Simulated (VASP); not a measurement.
A VASP 6.6.1 relaxation on LiH

INCAR

```
NBANDS = 9
GGA = CA
ENCUT = 600
SIGMA = 0.02
PREC = Accurate
LASPH = .TRUE.
EDIFF = 1E-7
NSW = 40
EDIFFG = -5E-3
NELM = 55
ISMEAR = -1
IBRION = 2
ISIF = 3
LWAVE = .FALSE.
PSTRESS = 100
LCHARG = .FALSE.
LREAL = .FALSE.
```

KPOINTS

```
KPOINTS created by Atomic Simulation Environment
0
Gamma
10 10 10
0 0 0
```

POSCAR

```
Li H
 1.0000000000000000
    -0.0000000000000000    2.1433374631220659    2.1433374631220659
     2.1433374631220659    0.0000000000000000    2.1433374631220659
     2.1433374631220659    2.1433374631220659    0.0000000000000000
 Li  H
   1   1
Cartesian
 -0.0000000000000000  0.0000000000000000 -0.0000000000000000
  1.0716687315610327  1.0716687315610327  1.0716687315610327
```

The recommended LDA PAW datasets give the neutral cell 4 valence electrons.

Command

```
mpirun -np 1 vasp_std
```

OSZICAR

```
N       E                     dE             d eps       ncg     rms          rms(c)
DAV:   1    -0.650142553247E+00   -0.65014E+00   -0.15343E+03   846   0.428E+02
DAV:   2    -0.657726374656E+01   -0.59271E+01   -0.58938E+01  1217   0.600E+01
DAV:   3    -0.670259203050E+01   -0.12533E+00   -0.12527E+00  1020   0.747E+00
DAV:   4    -0.670346916857E+01   -0.87714E-03   -0.87688E-03  1188   0.602E-01
DAV:   5    -0.670347446966E+01   -0.53011E-05   -0.53011E-05  1008   0.383E-02    0.322E+00
DAV:   6    -0.642242131312E+01    0.28105E+00   -0.28569E-01   901   0.139E+00    0.154E+00
DAV:   7    -0.633746036934E+01    0.84961E-01   -0.29562E-01   938   0.151E+00    0.258E-01
DAV:   8    -0.633932876124E+01   -0.18684E-02   -0.57508E-03   935   0.432E-01    0.450E-02
DAV:   9    -0.633928835898E+01    0.40402E-04   -0.19412E-04  1134   0.640E-02    0.805E-03
DAV:  10    -0.633928801765E+01    0.34133E-06   -0.69191E-06  1004   0.148E-02    0.445E-03
...
DAV:   7    -0.624649176945E+01    0.43111E-07   -0.63822E-08   703   0.202E-03
   4 F= -.53500870E+01 E0= -.53500870E+01  d E =-.239910E+00
       N       E                     dE             d eps       ncg     rms          rms(c)
DAV:   1    -0.625430510700E+01   -0.78133E-02   -0.73237E-03   942   0.584E-01    0.159E-01
DAV:   2    -0.625415912985E+01    0.14598E-03   -0.99352E-05  1050   0.900E-02    0.899E-02
DAV:   3    -0.625409199679E+01    0.67133E-04   -0.13187E-04  1252   0.530E-02    0.450E-03
DAV:   4    -0.625409217740E+01   -0.18061E-06   -0.19071E-06   923   0.147E-02    0.134E-03
DAV:   5    -0.625409228789E+01   -0.11048E-06   -0.34033E-07   952   0.390E-03    0.235E-04
DAV:   6    -0.625409228434E+01    0.35485E-08   -0.54592E-09   462   0.595E-04
   5 F= -.53502613E+01 E0= -.53502613E+01  d E =-.240084E+00
```

From OUTCAR

```
k-points           NKPTS =     47   k-points in BZ     NKDIM =     47   number of bands    NBANDS=      9

   NELECT =       4.0000    total number of electrons

   dimension x,y,z NGX =    24 NGY =   24 NGZ =   24
   dimension x,y,z NGXF=    48 NGYF=   48 NGZF=   48

  energy-cutoff  :      600.00
  volume of cell :       14.48
      direct lattice vectors                 reciprocal lattice vectors
     0.000000000  1.934591484  1.934591484    -0.258452497  0.258452497  0.258452497
     1.934591484  0.000000000  1.934591484     0.258452497 -0.258452497  0.258452497
     1.934591484  1.934591484  0.000000000     0.258452497  0.258452497 -0.258452497

 k-points in reciprocal lattice and weights: KPOINTS created by Atomic Simulation Env
   0.00000000  0.00000000  0.00000000       0.001
   0.10000000  0.00000000  0.00000000       0.008
   0.20000000  0.00000000  0.00000000       0.008
   0.30000000  0.00000000  0.00000000       0.008
   0.40000000  0.00000000  0.00000000       0.008
   0.50000000  0.00000000  0.00000000       0.004
   0.10000000  0.10000000  0.00000000       0.006
   0.20000000  0.10000000  0.00000000       0.024
   ...

 E-fermi :   0.0354

 k-point     1 :       0.0000    0.0000    0.0000
  band No.  band energies     occupation
      1     -42.4836      2.00000
      2      -5.0300      2.00000
      3      15.7775      0.00000
      4      19.6496      0.00000
      5      19.6496      0.00000
      6      19.6496      0.00000
      7      22.7914      0.00000
      8      22.7914      0.00000
      9      22.7914      0.00000

 k-point     2 :       0.1000    0.0000    0.0000
  band No.  band energies     occupation
      1     -42.4756      2.00000
      2      -4.8586      2.00000
      3      14.2844      0.00000
      4      18.3802      0.00000
      5      18.9618      0.00000
      6      18.9618      0.00000
      7      23.8114      0.00000
      8      23.8114      0.00000
      9      26.1297      0.00000

 k-point     3 :       0.2000    0.0000    0.0000
  band No.  band energies     occupation
      1     -42.4545      2.00000
      2      -4.3467      2.00000
      3      10.8630      0.00000
      4      17.9949      0.00000
      5      17.9949      0.00000
      6      18.4515      0.00000
      7      24.6387      0.00000
      8      24.6387      0.00000
      9      26.7386      0.00000

 k-point     4 :       0.3000    0.0000    0.0000
  band No.  band energies     occupation
      1     -42.4283      2.00000
      2      -3.5243      2.00000
      3       7.5686      0.00000
      4      17.3439      0.00000
      5      17.3439      0.00000
      6      18.8629      0.00000
      7      23.3060      0.00000
      8      23.3060      0.00000
      9      25.9958      0.00000

 k-point     5 :       0.4000    0.0000    0.0000
  band No.  band energies     occupation
      1     -42.4072      2.00000
      2      -2.5517      2.00000
      3       5.0377      0.00000
      4      17.0343      0.00000
      5      17.0343      0.00000
      6      19.0221      0.00000
      7      22.0467      0.00000
      8      22.0467      0.00000
      9      26.3626      0.00000

 ...

  Total        0.9018274      0.9018274      0.9018274     -0.0000000      0.0000000     -0.0000000
  in kB       99.7783171     99.7783171     99.7783171     -0.0000000      0.0000000     -0.0000000
  external PRESSURE =      -0.2216829 kB  Pullay stress =     100.0000000 kB

 POSITION                                       TOTAL-FORCE (eV/Angst)
 -----------------------------------------------------------------------------------
      0.00000      0.00000      0.00000         0.000000     -0.000000     -0.000000
      0.96730      0.96730      0.96730        -0.000000      0.000000      0.000000
 -----------------------------------------------------------------------------------
    total drift:                               -0.000000     -0.000000     -0.000000

  FREE ENERGIE OF THE ION-ELECTRON SYSTEM (eV)
  ---------------------------------------------------
  free  energy   TOTEN  =        -6.2540922843 eV

  energy  without entropy=       -6.2540922843  energy(sigma->0) =       -6.25409228
```

```csv
ionic step,ΔH (meV/atom),volume (Å³),largest force (eV/Å),pressure (GPa),electronic steps
1,0.0,19.69,0.000,-2.17,11
2,-69.0,17.64,0.000,0.89,8
3,-115.1,15.38,0.000,6.60,8
4,-120.0,14.36,0.000,10.49,7
5,-120.0,14.48,0.000,9.98,6
```

It converged. Results: relaxed cell vector lengths 2.736, 2.736, 2.736 Å; relaxed cell volume 14.48 Å³.

 The volume moved far on the plane waves of the start cell, so a restart from CONTCAR is due.

For comparison, a separate LDA relaxation on usual settings, not on those above, ends at 18.13 Å³.

The run above took about 8.2 s on one core of a shared host (Intel Xeon 6975P-C) and held 0.12 GiB at most.
